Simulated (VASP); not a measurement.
# LiH (Pm-3m) in VASP: further runs

Runs on LiH. Level: PBE. Tasks: band structure.

All numbers are computed with VASP 6.6.1; they aren't measurements. Logs are shortened: lines on timing, memory, paths and dates and some standing lists are left out, and cuts for length are marked.

**1. The crystal as given**

The structure is cubic, space group Pm-3m (No. 221). Conventional cell: a = 2.507 Å, b = 2.507 Å, c = 2.507 Å, α = 90.00°, β = 90.00°, γ = 90.00°. Around Li (site symmetry m-3m) lie 8 H at 2.17 Å. H (site symmetry m-3m) has 8 Li at 2.17 Å as nearest neighbours.

The cell was built by a generator and needn't be a form met in nature.

**2. Band structure, PBE**

INCAR

```
PREC     = Accurate       # precision mode
ENCUT    = 900            # plane-wave cutoff, eV
EDIFF    = 1E-6           # SCF threshold, eV
ISMEAR   = -1             # smearing method
SIGMA    = 0.05           # smearing width, eV
LREAL    = F              # projectors in reciprocal space
LASPH    = T              # aspherical terms in the spheres
NELM     = 80             # most SCF steps
ALGO     = Normal         # electronic algorithm
ISIF     = 2              # what is computed and relaxed
LWAVE    = F              # write WAVECAR
LCHARG   = F              # write CHGCAR
GGA      = PE             # functional
NBANDS   = 9              # bands
```

KPOINTS

```
regular mesh
0
Gamma
  11 11 11
```

POSCAR

```
LiH
1.0
    2.5069900000      0.0000000000      0.0000000000
    0.0000000000      2.5069900000      0.0000000000
    0.0000000000      0.0000000000      2.5069900000
Li H
1 1
Direct
    0.5000000000      0.5000000000      0.5000000000
    0.0000000000      0.0000000000      0.0000000000
```

KPOINTS_OPT

```
path GXMGRX,MR
20
line-mode
reciprocal
 0.0000000000  0.0000000000  0.0000000000  G
 0.0000000000  0.5000000000  0.0000000000  X

 0.0000000000  0.5000000000  0.0000000000  X
 0.5000000000  0.5000000000  0.0000000000  M

 0.5000000000  0.5000000000  0.0000000000  M
 0.0000000000  0.0000000000  0.0000000000  G

 0.0000000000  0.0000000000  0.0000000000  G
 0.5000000000  0.5000000000  0.5000000000  R

 0.5000000000  0.5000000000  0.5000000000  R
 0.0000000000  0.5000000000  0.0000000000  X

 0.5000000000  0.5000000000  0.0000000000  M
 0.5000000000  0.5000000000  0.5000000000  R
```

Potentials or basis: VASP PAW PBE potentials, release 64 (Li_sv, H).

Started as:

```
$ cat potpaw_PBE.64/Li_sv/POTCAR potpaw_PBE.64/H/POTCAR > POTCAR
$ mpirun -np 1 vasp_std > vasp.out
```

OUTCAR:

```text
PREC = Accurate
   ENCUT = 900
   EDIFF = 1E-6
   ISMEAR = -1
   LREAL = F
   LASPH = T
   NELM = 80
   ISIF = 2
   GGA = PE

 ion  position               nearest neighbor table
   1  0.500  0.500  0.500-
   2  0.000  0.000  0.000-

  LATTYP: Found a simple cubic cell.
 ALAT       =     2.5069900000

  Lattice vectors:

 A1 = (   2.5069900000,   0.0000000000,   0.0000000000)
 A2 = (   0.0000000000,   2.5069900000,   0.0000000000)
 A3 = (   0.0000000000,   0.0000000000,   2.5069900000)

Analysis of symmetry for initial positions (statically):
=====================================================================
 Subroutine PRICEL returns:
 Original cell was already a primitive cell.

 Routine SETGRP: Setting up the symmetry group for a
 simple cubic supercell.

 Subroutine GETGRP returns: Found 48 space group operations
 (whereof 48 operations were pure point group operations)
 out of a pool of 48 trial point group operations.

The static configuration has the point symmetry O_h .

Analysis of symmetry for dynamics (positions and initial velocities):
=====================================================================
 Subroutine PRICEL returns:
 Original cell was already a primitive cell.

 Routine SETGRP: Setting up the symmetry group for a
 simple cubic supercell.

 Subroutine GETGRP returns: Found 48 space group operations
 (whereof 48 operations were pure point group operations)
 out of a pool of 48 trial point group operations.

The dynamic configuration has the point symmetry O_h .

 Subroutine INISYM returns: Found 48 space group operations
 (whereof 48 operations are pure point group operations),
 and found     1 'primitive' translations

----------------------------------------------------------------------------------------

                                     Primitive cell

  volume of cell :      15.7564

  direct lattice vectors                    reciprocal lattice vectors
     2.506990000  0.000000000  0.000000000     0.398884718  0.000000000  0.000000000
     0.000000000  2.506990000  0.000000000     0.000000000  0.398884718  0.000000000
     0.000000000  0.000000000  2.506990000     0.000000000  0.000000000  0.398884718

  length of vectors
     2.506990000  2.506990000  2.506990000     0.398884718  0.398884718  0.398884718

  position of ions in fractional coordinates (direct lattice)
     0.500000000  0.500000000  0.500000000
     0.000000000  0.000000000  0.000000000

  ion indices of the primitive-cell ions
   primitive index   ion index
                 1           1
                 2           2

----------------------------------------------------------------------------------------

 KPOINTS: regular mesh

Automatic generation of k-mesh.
 Grid dimensions read from file:
 generate k-points for:   11   11   11

 Generating k-lattice:

  Cartesian coordinates                     Fractional coordinates (reciprocal lattice)
     0.036262247  0.000000000  0.000000000     0.090909091  0.000000000  0.000000000
     0.000000000  0.036262247  0.000000000     0.000000000  0.090909091  0.000000000
     0.000000000  0.000000000  0.036262247     0.000000000  0.000000000  0.090909091

  Length of vectors
     0.036262247  0.036262247  0.036262247

  Shift w.r.t. Gamma in fractional coordinates (k-lattice)
     0.000000000  0.000000000  0.000000000

 Subroutine IBZKPT returns following result:
 ===========================================

 Found     56 irreducible k-points:

 Following reciprocal coordinates:
            Coordinates               Weight
  0.000000  0.000000  0.000000      1.000000
  0.090909  0.000000  0.000000      6.000000
  0.181818  0.000000  0.000000      6.000000
  0.272727  0.000000  0.000000      6.000000
  0.363636  0.000000  0.000000      6.000000
  0.454545  0.000000  0.000000      6.000000
[... 16 lines left out ...]
  0.181818  0.090909  0.090909     24.000000
  0.272727  0.090909  0.090909     24.000000
 [... further k-points ...]
   k-points           NKPTS =     56   k-points in BZ     NKDIM =     56   number of bands    NBANDS=      9
   number of dos      NEDOS =    301   number of ions     NIONS =      2
   total plane-waves  NPLWV =  21952
   dimension x,y,z NGX =    28 NGY =   28 NGZ =   28
   dimension x,y,z NGXF=    56 NGYF=   56 NGZF=   56
   ions per type =               1   1
   NGX,Y,Z   is equivalent  to a cutoff of  18.57, 18.57, 18.57 a.u.
   NGXF,Y,Z  is equivalent  to a cutoff of  37.14, 37.14, 37.14 a.u.
 SYSTEM =  unknown system
   PREC   = accura    normal or accurate (medium, high low for compatibility)
   ISTART =      0    job   : 0-new  1-cont  2-samecut
   ICHARG =      2    charge: 1-file 2-atom 10-const
   ISPIN  =      1    spin polarized calculation?
   LNONCOLLINEAR =      F non collinear calculations
   LSORBIT =      F    spin-orbit coupling
   LASPH  =      T    aspherical Exc in radial PAW
   ENCUT  =  900.0 eV  66.15 Ry    8.13 a.u.   6.13  6.13  6.13*2*pi/ulx,y,z
   NELM   =     80;   NELMIN=  2; NELMDL= -5     # of ELM steps
   EDIFF  = 0.1E-05   stopping-criterion for ELM
   LREAL  =      F    real-space projection
   EDIFFG = 0.1E-04   stopping-criterion for IOM
   NSW    =      0    number of steps for IOM
   IBRION =     -1    ionic relax: 0-MD 1-quasi-New 2-CG
   NFREE  =      0    steps in history (QN), initial steepest desc. (CG)
   ISIF   =      2    stress and relaxation
   ISYM   =      2    0-nonsym 1-usesym 2-fastsym
   POTIM  = 0.5000    time-step for ionic-motion
   TEBEG  =    0.0;   TEEND  =   0.0 temperature during run
   PSTRESS=    0.0 pullay stress
   NELECT =       4.0000    total number of electrons
   NUPDOWN=      -1.0000    fix difference up-down
   EMIN   =  10.00;   EMAX   =-10.00  energy-range for DOS
   EFERMI =   0.00;   METHOD = LEGACY
   ISMEAR =    -1;   SIGMA  =   0.05  broadening in eV -4-tet -1-fermi 0-gaus
   EFERMI_NEDOS =   21; number of points for ismear=-14 and -15
   IALGO  =     38    algorithm
   IMIX   =      4    mixing-type and parameters
     AMIX     =   0.40;   BMIX     =  1.00
     AMIX_MAG =   1.60;   BMIX_MAG =  1.00
  volume/ion in A,a.u.               =       7.88        53.16
  Fermi-wavevector in a.u.,A,eV,Ry     =   1.036594  1.958880 14.619843  1.074528
  Thomas-Fermi vector in A             =   2.170993
   LORBIT       =      0    0 simple, 1 ext, 2 COOP (PROOUT), +10 PAW based schemes
   GGA     = PE    functional components
   LHFCALC =     F    Hartree Fock is set to
   AEXX    =    0.0000 exact exchange contribution
   IVDW    =     0    specifies the selected vdW correction
   LEPSILON=     F    determine dielectric tensor
   LRPA    =     F    only Hartree local field effects (RPA)
 non-spin polarized calculation
  energy-cutoff  :      900.00
  volume of cell :       15.76
 maximum number of plane-waves:       983
 NGX is ok and might be reduce to    28
   NGX = 13   NGY = 13   NGZ = 13

 number of electron       3.9999999 magnetization

 Free energy of the ion-electron system (eV)
  ---------------------------------------------------
  ext. energy  EPLUGINS =         0.00000000
  ---------------------------------------------------
  free energy    TOTEN  =        -5.65877913 eV

  energy without entropy =       -5.65877890  energy(sigma->0) =       -5.65877901

 E-fermi :   3.7808     XC(G=0):  -8.6401

 val. band max:        3.2259230155   @ k =   0.4545   0.4545   0.4545
 cond. band min:       4.3689402070   @ k =   0.4545   0.0000   0.0000
 fundamental gap:      1.1430171915
 Fermi energy:         3.7807973088

 k-point     1 :       0.0000    0.0000    0.0000
  band No.  band energies     occupation
      1     -44.5968      2.00000
      2      -5.3040      2.00000
      3      15.4321      0.00000
      4      15.4321      0.00000
      5      15.4321      0.00000
      6      15.9684      0.00000
      7      18.5690      0.00000
      8      18.5690      0.00000
      9      35.0814      0.00000

 k-point     2 :       0.0909    0.0000    0.0000
  band No.  band energies     occupation
      1     -44.5927      2.00000
      2      -5.1785      2.00000
      3      12.9972      0.00000
      4      15.6175      0.00000
      5      15.6175      0.00000
      6      16.1180      0.00000
      7      18.7655      0.00000
      8      21.1332      0.00000
      9      33.8049      0.00000

 k-point     3 :       0.1818    0.0000    0.0000
  band No.  band energies     occupation
      1     -44.5816      2.00000
      2      -4.8138      2.00000
      3      10.0529      0.00000
      4      15.8447      0.00000
      5      16.1695      0.00000
      6      16.1695      0.00000
      7      19.3544      0.00000
      8      25.1759      0.00000
      9      31.0529      0.00000

 k-point     4 :       0.2727    0.0000    0.0000
  band No.  band energies     occupation
      1     -44.5670      2.00000
      2      -4.2541      2.00000
      3       7.5015      0.00000
      4      15.4628      0.00000
      5      17.0707      0.00000
      6      17.0707      0.00000
      7      20.3335      0.00000
      8      28.1362      0.00000
      9      28.1362      0.00000
[... 205 lines left out ...]
 k-point    22 :       0.0909    0.0909    0.0909
  band No.  band energies     occupation
      1     -44.5845      2.00000
      2      -4.9211      2.00000
      3      12.9951      0.00000
      4      12.9951      0.00000
      5      13.6673      0.00000
      6      17.9374      0.00000
      7      22.1450      0.00000
      8      22.1450      0.00000
      9      32.0509      0.00000

 k-point    23 :       0.1818    0.0909    0.0909
  band No.  band energies     occupation
      1     -44.5736      2.00000
      2      -4.5435      2.00000
      3      10.2027      0.00000
      4      13.5629      0.00000
      5      13.6015      0.00000
      6      18.3904      0.00000
      7      22.7027      0.00000
      8      25.7812      0.00000
      9      28.7498      0.00000

 k-point    24 :       0.2727    0.0909    0.0909
  band No.  band energies     occupation
      1     -44.5592      2.00000
      2      -3.9618      2.00000
      3       7.6635      0.00000
      4      13.6202      0.00000
      5      14.4973      0.00000
      6      18.7751      0.00000
      7      23.5500      0.00000
      8      25.7051      0.00000
      9      28.3361      0.00000

 [... further k-points ...]

------------------------ aborting loop because EDIFF is reached ----------------------------------------

  FORCE on cell =-STRESS in cart. coord.  units (eV):
  Direction    XX          YY          ZZ          XY          YZ          ZX
  --------------------------------------------------------------------------------------
  -------------------------------------------------------------------------------------
  Total       -0.0064869     -0.0064869     -0.0064869      0.0000000      0.0000000     -0.0000000
  in kB       -0.6596165     -0.6596165     -0.6596165      0.0000000      0.0000000     -0.0000000
  external PRESSURE =      -0.6596165 kB  Pullay stress =       0.0000000 kB

 VOLUME and BASIS-vectors are now :
 -----------------------------------------------------------------------------
  energy-cutoff  :      900.00
  volume of cell :       15.76
      direct lattice vectors                 reciprocal lattice vectors
     2.506990000  0.000000000  0.000000000     0.398884718  0.000000000  0.000000000
     0.000000000  2.506990000  0.000000000     0.000000000  0.398884718  0.000000000
     0.000000000  0.000000000  2.506990000     0.000000000  0.000000000  0.398884718

 POSITION                                       TOTAL-FORCE (eV/Angst)
 -----------------------------------------------------------------------------------
      1.25350      1.25350      1.25350         0.000000      0.000000      0.000000
      0.00000      0.00000      0.00000         0.000000      0.000000      0.000000
 -----------------------------------------------------------------------------------
    total drift:                                0.000000      0.000000      0.000000

  FREE ENERGIE OF THE ION-ELECTRON SYSTEM (eV)
  ---------------------------------------------------
  free  energy   TOTEN  =        -5.6587791307 eV

  energy  without entropy=       -5.6587788954  energy(sigma->0) =       -5.65877901
```

It took 30 s on 1 thread of AMD EPYC 7R13 (Zen 3), shared host; peak memory 0.13 GiB.

Results:

```yaml
Free_energy: -5.6588 eV
Pressure: -0.1 GPa
Band_gap_along_the_path: 0.71 eV, indirect (least direct gap 4.21 eV)
```

Levels at the corners of the path, in eV from the valence-band top:
```csv
point,band 1,band 2,band 3,band 4,band 5
Γ,-48.10,-8.80,11.93,11.93,11.93
X,-48.04,-6.55,0.71,11.38,16.20
X,-48.04,-6.55,0.71,11.38,16.20
M,-48.00,-2.66,1.55,1.55,9.05
M,-48.00,-2.66,1.55,1.55,9.05
Γ,-48.10,-8.80,11.93,11.93,11.93
Γ,-48.10,-8.80,11.93,11.93,11.93
R,-47.95,0.00,6.41,6.41,6.41
R,-47.95,0.00,6.41,6.41,6.41
X,-48.04,-6.55,0.71,11.38,16.20
M,-48.00,-2.66,1.55,1.55,9.05
R,-47.95,0.00,6.41,6.41,6.41
```

**3. Band structure, PBE**

Changes to INCAR since step 2:

```diff
@@ -13,2 +13,2 @@
 GGA      = PE             # functional
-NBANDS   = 9              # bands
+NBANDS   = 8              # bands
```

KPOINTS is that of step 2.

POSCAR is that of step 2.

KPOINTS_OPT is that of step 2.

Potentials or basis: VASP PAW PBE potentials, release 64 (Li, H).

Started as:

```
$ cat potpaw_PBE.64/Li/POTCAR potpaw_PBE.64/H/POTCAR > POTCAR
$ mpirun -np 1 vasp_std > vasp.out
```

It took 26 s on 1 thread of AMD EPYC 7R13 (Zen 3), shared host; peak memory 0.14 GiB.

The run converged. Its results:

- Free energy: -5.6469 eV
- Pressure: 0.2 GPa
- Band gap along the path: 0.72 eV, indirect (least direct gap 4.22 eV)

Levels at the corners of the path, in eV from the valence-band top:
| point | band 1 | band 2 | band 3 | band 4 | band 5 | band 6 |
| --- | --- | --- | --- | --- | --- | --- |
| Γ | -8.81 | 11.98 | 11.98 | 11.98 | 12.49 | 15.10 |
| X | -6.54 | 0.72 | 11.42 | 16.34 | 16.34 | 19.78 |
| X | -6.54 | 0.72 | 11.42 | 16.34 | 16.34 | 19.78 |
| M | -2.65 | 1.57 | 1.57 | 9.07 | 19.69 | 20.76 |
| M | -2.65 | 1.57 | 1.57 | 9.07 | 19.69 | 20.76 |
| Γ | -8.81 | 11.98 | 11.98 | 11.98 | 12.49 | 15.10 |
| Γ | -8.81 | 11.98 | 11.98 | 11.98 | 12.49 | 15.10 |
| R | 0.00 | 6.43 | 6.43 | 6.43 | 8.76 | 8.76 |
| R | 0.00 | 6.43 | 6.43 | 6.43 | 8.76 | 8.76 |
| X | -6.54 | 0.72 | 11.42 | 16.34 | 16.34 | 19.78 |
| M | -2.65 | 1.57 | 1.57 | 9.07 | 19.69 | 20.76 |
| R | 0.00 | 6.43 | 6.43 | 6.43 | 8.76 | 8.76 |

(Continued in part 2 of 2.)
